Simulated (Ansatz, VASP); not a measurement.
## Nb in VASP and in Ansatz

INCAR

```
  PREC = Accurate
  ENCUT = 520
  EDIFF = 1E-6
  ISMEAR = 0
  SIGMA = 0.05
  LREAL = F
  LASPH = T
  NELM = 80
  ALGO = Normal
  ISIF = 2
  LWAVE = F
  LCHARG = F
  GGA = PE
  NBANDS = 12
```

File KPOINTS:

```
regular mesh
0
Gamma
  8 8 8
```

POSCAR

```
Nb
1.0
   -1.6576511193      1.6576511193      1.6576511193
    1.6576511193     -1.6576511193      1.6576511193
    1.6576511193      1.6576511193     -1.6576511193
Nb
1
Direct
    0.0000000000      0.0000000000      0.0000000000
```

Input for Ansatz:

```yaml
crystal:
  lattice:
    - [-1.6576511193, 1.6576511193, 1.6576511193]
    - [1.6576511193, -1.6576511193, 1.6576511193]
    - [1.6576511193, 1.6576511193, -1.6576511193]
  atoms:
    - { symbol: Nb, position: [0.0, 0.0, 0.0] }
basis:
  ecutwfc: 420
  ecutrho_ratio: 4
kpoints:
  mp_grid: { grid: [8, 8, 8] }
hamiltonian:
  xc: pbe
scf:
  occupations: { method: gaussian, width: 0.05 }
output:
  forces: true
  stress: true
  eigenvalues: true
```

Alike in both runs: task single point; functional PBE; k mesh 8 × 8 × 8; occupations gaussian, width 0.05 eV; no spin polarisation.

|  | VASP | Ansatz |
| --- | --- | --- |
| version | VASP 6.6.1 | Ansatz 0.2.0 |
| potentials or method | VASP PAW PBE potentials, release 64 (Nb_sv) | scalar-relativistic, plane waves, PAW |
| plane-wave cutoff (eV) | 520 | 420 |
| valence electrons in the cell | 13 | 13 |

Ansatz gave:

| Property | Result |
| --- | --- |
| pressure (GPa) | -0.4 |

Q: Which values does VASP return?

A: Pressure (GPa): -0.7.

The functional is the same, so the differences come from potentials, cutoffs and numerics.
